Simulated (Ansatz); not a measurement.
Crystal: TiO2.

```xyz
3
Lattice="1.4973 0.8645 6.9815 -1.4973 0.8645 6.9815 0.0000 -1.7290 6.9815" Properties=species:S:1:pos:R:3 pbc="T T T"
Ti    0.0000    0.0000    0.0000
O     0.0000    0.0000    7.9492
O     0.0000    0.0000   12.9955
```

Measurements of this composition are mostly on another form, of space group No. 141.

Base run:

* Program: Ansatz 0.2.0
* Functional: PBEsol
* Potentials or basis: all-electron LAPW, scalar-relativistic
* Cutoff: 365 eV
* Density cutoff: 1460 eV
* Basis error allowed: 0.002 eV/atom
* k mesh: 10 × 10 × 10
* Occupations: fermi-dirac, width 0.05 eV
* Spin: no spin polarisation

Its results: band gap on the k mesh 2.67 eV, indirect (least direct gap 2.85 eV); pressure -4.3 GPa; largest force 0.439 eV/Å.

Problem. The run is repeated on the same cell with these changes: functional from PBEsol to LDA. What comes out?

Solution. Band gap on the k mesh 2.62 eV, indirect (least direct gap 2.79 eV); pressure -7.5 GPa; largest force 0.819 eV/Å.

LDA binds more tightly than PBEsol, so the same cell stands under less pressure.

A k mesh can miss the band edges.

Not every run made on this cell is shown here.
